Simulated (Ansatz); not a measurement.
# Pd (Im-3m) in Ansatz: further runs

Aim: see how the results for Pd move with the level of theory and the settings. Levels: BLYP, r2SCAN. Tasks: band structure.

Everything below comes from runs of Ansatz 0.2.0. Logs are shortened: lines on timing, memory, paths and dates and some standing lists are left out, and cuts for length are marked.

## Step 1: The crystal as given

The structure is cubic, space group Im-3m (No. 229). Conventional cell: a = 3.145 Å, b = 3.145 Å, c = 3.145 Å, α = 90.00°, β = 90.00°, γ = 90.00°. Pd (site symmetry m-3m) has 8 Pd at 2.72 Å as nearest neighbours.

This isn't the form of Pd at room conditions, which is fcc.

## Step 2: Band structure, BLYP

Input file input.yaml:

```yaml
crystal:
  lattice:
    - [-1.572281, 1.572281, 1.572281]
    - [1.572281, -1.572281, 1.572281]
    - [1.572281, 1.572281, -1.572281]
  atoms:
    - { symbol: Pd, position: [0.0, 0.0, 0.0] }
hamiltonian:
  xc: blyp
  pseudopotentials: { kind: paw }
kpoints:
  mp_grid: { grid: [12, 12, 12] }
  band_path:
    path:
      - [[0.0, 0.0, 0.0], [0.5, -0.5, 0.5], [0.0, 0.0, 0.5], [0.0, 0.0, 0.0], [0.25, 0.25, 0.25], [0.5, -0.5, 0.5]]
      - [[0.25, 0.25, 0.25], [0.0, 0.0, 0.5]]
    npoints: 14
scf:
  occupations: { method: fermi_dirac, width: 0.05 }
  n_extra_bands: 6
output:
  forces: true
  stress: true
  eigenvalues: true
  fatbands: false
```

Potentials or basis: Ansatz PAW.

Run with:

```sh
$ ansatz run input.yaml --threads 2 --pin off --max-ram 5632MiB --backend cpu --events-out ev --progress --plain --runs-dir out
```

What it wrote:

```text
Warning: RAYON_NUM_THREADS=2 ignored (pool sized by the plan → 2); use --threads N
scf.n_extra_bands = 6 over 9 filled bands (N_el = 18.0): the run solves 15 bands
Engine: ansatz 0.2.0, aarch64-unknown-linux-gnu
Pseudopotentials: kind: paw
Pseudopotential: Pd, paw, valence charge 18, recommended cutoff 420 eV (normal), Pd.paw.azcp
Functional definition: BLYP
  parameter beta = 0.0042
  parameter a = 0.04918
  parameter b = 0.132
  parameter c = 0.2533
  parameter d = 0.349
  exchange = b88_x(beta = beta)
  correlation = lyp_c(a = a, b = b, c = c, d = d)
Crystal: 1 atoms, lattice volume = 15.547 Å³
Basis set: ecut = 420 eV, 321 PW (Γ), exchange–correlation on 40×40×40 points (8 copies of the dense FFT grid, shifted against one another)
Bands: 15, of which v1, the nominal top of the filled ones, is band 9 counted from 1 (8 counted from 0)
Symmetry: 48 space group operations
Space group: Im-3m (ITA 229), of the structure as read, at distance tolerance 2.5e-5 Å
k-points: 72 of 1728
Non-local potential: Pd, projectors of the file, l = 0: 2, l = 1: 2, l = 2: 2, l = 3: 1
PAW form: soft (Blöchl's): semilocal exchange-correlation on the pseudo side does not see the compensation charge
PAW frozen core: Pd, regenerated for the run's functional, and the local potential with it (the file was generated under x = pbe(κ = 0.804, μ = 0.2195149727645171), c = pbe(β = 0.06672455060314922))
PAW one-centre angular grid: Pd, 590 points (default); XC on 64 Gauss nodes
Initial density: superposition of atomic densities (neutral atoms: chi_scale 0, normalization atom), corrected by the library's trained network
Initial wavefunctions: pseudopotential atomic-orbital guess
Functional: x = b88, c = lyp
SCF iter   1: F=—  HF=-6987.548219 eV  |F-HF|=—  |Δ(HF+E_count)|=         —  Δρ=1.52e-2  dr2=3.62e-2  ethr=1.77e-3  ⟨swp⟩=5.5  Hψ=6016  notcnv=0  defer=2
preconditioner: auto → none  [metal: Δε(μ)=0.031 eV  Ē_g=17.919 eV  σ=0.050 eV  W_gap=0.15  n_scr=0 (ndim 8)  ℏωp=29.8 eV  f_vac=0.000  D(μ)=1.28/eV (n_scr^D=12)]
SCF iter   2: F=—  HF=-6987.542567 eV  |F-HF|=—  |Δ(HF+E_count)|=   5.65e-3  Δρ=8.86e-3  dr2=8.18e-3  ethr=2.01e-4  ⟨swp⟩=2.5  Hψ=2305  notcnv=0  defer=104
SCF iter   3: F=—  HF=-6987.540237 eV  |F-HF|=—  |Δ(HF+E_count)|=   2.33e-3  Δρ=2.39e-3  dr2=3.90e-4  ethr=4.54e-5  ⟨swp⟩=2.1  Hψ=1648  notcnv=0  defer=104
SCF iter   4: F=—  HF=-6987.540412 eV  |F-HF|=—  |Δ(HF+E_count)|=   1.74e-4  Δρ=2.47e-4  dr2=4.08e-6  ethr=2.17e-6  ⟨swp⟩=2.2  Hψ=1315  notcnv=0  defer=104
SCF iter   5: F=—  HF=-6987.540411 eV  |F-HF|=—  |Δ(HF+E_count)|=   8.93e-7  Δρ=2.48e-5  dr2=3.50e-8  ethr=2.27e-8  ⟨swp⟩=2.1  Hψ=1376  notcnv=0  defer=104
SCF iter   6: F=-6987.540411 eV  HF=-6987.540411 eV  |F-HF|=1.56e-10  |Δ(HF+E_count)|=   2.75e-8  Δρ=1.32e-6  dr2=7.93e-11  ethr=1.95e-10  ⟨swp⟩=5.6  Hψ=4339  notcnv=0
SCF 1 converged in 6 iterations: F = -6987.540411 eV  dr2 = 7.93e-11
NSCF: frozen V_eff on 86 k-points
SCF converged after 6 iterations
Free energy (F): -6987.540411 eV
Harris-Foulkes:  -6987.540411 eV  (|F-HF|=1.56e-10)
Internal energy: -6987.529837 eV  (E = F + TS)
E sigma→0 (E₀):  -6987.535124 eV
Entropy (-TS):   -0.010574 eV (-10.574 meV/atom)
Fermi energy:    18.913364 eV
--- Per-component energies (eV) ---
  E_band       = -148.173051
  E_kinetic    = 514.441930
  E_local      = -1825.317367  (includes V_loc(G=0)·N_el)
  E_nonlocal   = 216.076547
  E_hartree    = 740.954898
  E_xc         = -165.859495
  E_vxc        = -207.731366  (∫ρ·V_xc dr)
  E_paw        = -3768.206744  (= ΣΔE_a)
  E_vpaw       = -327.552871  (= ΣTr[D̂ρ^β])
  E_aug_tail   = 0.000164  (compensation charges beyond the density's cutoff)
  E_ewald      = -2699.706598
  E_core_change = 0.086828  (= ΣΔE_core)
  E_smearing   = -0.010574  (= −TS)
  E_closure    = -0.000000  (closes the sum)
  Σ components = -6987.540411   (vs F -6987.540411, Δ=0.00e0)
--- Forces (eV/Å), atoms counted from 1 ---
  atom   1  Pd    -0.00000000     0.00000000    -0.00000000
  max |Σ_I F_I| component: 5.14e-32 eV/Å
--- Stress (GPa, compression-positive) ---
        8.737024      -0.000000      -0.000000
        0.000000       8.737024       0.000000
        0.000000       0.000000       8.737024
  P = ⅓ Tr σ = 8.7370 GPa (87.370 kbar)
--- Band table (eV; the first three rows and the last of 72) ---
  k-point 0: bands = ["-64.9671", "-30.4996", "-30.4996", "-30.4996", "12.3239", "16.1764", "16.1764", "16.1764", "18.0150", "18.0150", "38.2858", "38.2858", "38.2858", "46.5178", "46.5178"]
  k-point 1: bands = ["-64.9639", "-30.5234", "-30.5079", "-30.4995", "12.5783", "16.0956", "16.1822", "16.3526", "17.9237", "18.0211", "38.0902", "38.3042", "38.5788", "44.2960", "44.7872"]
  k-point 2: bands = ["-64.9553", "-30.5882", "-30.5305", "-30.4991", "13.2678", "15.8813", "16.2095", "16.8575", "17.7607", "18.0432", "36.8445", "37.9018", "39.3901", "43.0781", "43.1882"]
  k-point 71: bands = ["-64.8833", "-30.7594", "-30.7594", "-30.7594", "14.1367", "14.1367", "19.1152", "19.1152", "19.1152", "28.0824", "28.0824", "28.0824", "35.4544", "36.3528", "36.3528"]
```

It took 0.84 s on 2 threads of Arm Neoverse V2, shared host; peak memory 0.26 GiB.

Results:

```
Free energy            : -6987.5404 eV
Pressure               : 8.7 GPa
Band gap on the k mesh : none (metal or under the smearing width)
```

Levels at the corners of the path, in eV from the Fermi level:
| point | band 5 | band 6 | band 7 | band 8 | band 9 | band 10 | band 11 | band 12 | band 13 | band 14 |
| --- | --- | --- | --- | --- | --- | --- | --- | --- | --- | --- |
| Γ | -6.59 | -2.74 | -2.74 | -2.74 | -0.90 | -0.90 | 19.37 | 19.37 | 19.37 | 27.60 |
| H | -4.78 | -4.78 | 0.20 | 0.20 | 0.20 | 9.17 | 9.17 | 9.17 | 16.54 | 17.44 |
| N | -4.85 | -3.83 | -0.97 | -0.69 | 0.56 | 1.74 | 7.53 | 15.20 | 17.26 | 23.88 |
| Γ | -6.59 | -2.74 | -2.74 | -2.74 | -0.90 | -0.90 | 19.37 | 19.37 | 19.37 | 27.60 |
| P | -3.25 | -3.25 | -3.25 | -0.65 | -0.65 | 8.35 | 9.43 | 9.43 | 9.43 | 30.09 |
| H | -4.78 | -4.78 | 0.20 | 0.20 | 0.20 | 9.17 | 9.17 | 9.17 | 16.54 | 17.44 |
| P | -3.25 | -3.25 | -3.25 | -0.65 | -0.65 | 8.35 | 9.43 | 9.43 | 9.43 | 30.09 |
| N | -4.85 | -3.83 | -0.97 | -0.69 | 0.56 | 1.74 | 7.53 | 15.20 | 17.26 | 23.88 |

Caveat: the PAW data sets come from PBE, with cores solved anew for the run's functional, which leaves a small shift of forces and pressure.

## Step 3: Band structure, r2SCAN

Edit input.yaml of step 2 so:

```diff
@@ -8,3 +8,3 @@
 hamiltonian:
-  xc: blyp
+  xc: r2scan
   pseudopotentials: { kind: paw }
@@ -24,2 +24,2 @@
   eigenvalues: true
-  fatbands: false
+  fatbands: true
```

Potentials or basis: Ansatz PAW.

Run with:

```sh
$ ansatz run input.yaml --threads 2 --pin off --max-ram 5632MiB --backend cpu --events-out ev --progress --plain --runs-dir out
```

Run time: 2 s. Hardware: 2 threads of Arm Neoverse V2, shared host; peak memory 0.3 GiB.

Results (log left out):

- Free energy: -6985.6950 eV
- Pressure: -5.6 GPa
- Band gap on the k mesh: none (metal or under the smearing width)

Levels at the corners of the path, in eV from the Fermi level:
| point | band 5 | band 6 | band 7 | band 8 | band 9 | band 10 | band 11 | band 12 | band 13 | band 14 |
| --- | --- | --- | --- | --- | --- | --- | --- | --- | --- | --- |
| Γ | -6.71 | -2.81 | -2.81 | -2.81 | -0.97 | -0.97 | 19.94 | 19.94 | 19.94 | 28.37 |
| H | -4.98 | -4.98 | 0.20 | 0.20 | 0.20 | 9.63 | 9.63 | 9.63 | 17.60 | 17.82 |
| N | -5.00 | -3.94 | -1.02 | -0.76 | 0.57 | 1.83 | 7.95 | 15.69 | 18.14 | 24.54 |
| Γ | -6.71 | -2.81 | -2.81 | -2.81 | -0.97 | -0.97 | 19.94 | 19.94 | 19.94 | 28.37 |
| P | -3.35 | -3.35 | -3.35 | -0.71 | -0.71 | 9.02 | 9.75 | 9.75 | 9.75 | 31.07 |
| H | -4.98 | -4.98 | 0.20 | 0.20 | 0.20 | 9.63 | 9.63 | 9.63 | 17.60 | 17.82 |
| P | -3.35 | -3.35 | -3.35 | -0.71 | -0.71 | 9.02 | 9.75 | 9.75 | 9.75 | 31.07 |
| N | -5.00 | -3.94 | -1.02 | -0.76 | 0.57 | 1.83 | 7.95 | 15.69 | 18.14 | 24.54 |

Caveat: the PAW data sets come from PBE, with cores solved anew for the run's functional, which leaves a small shift of forces and pressure.
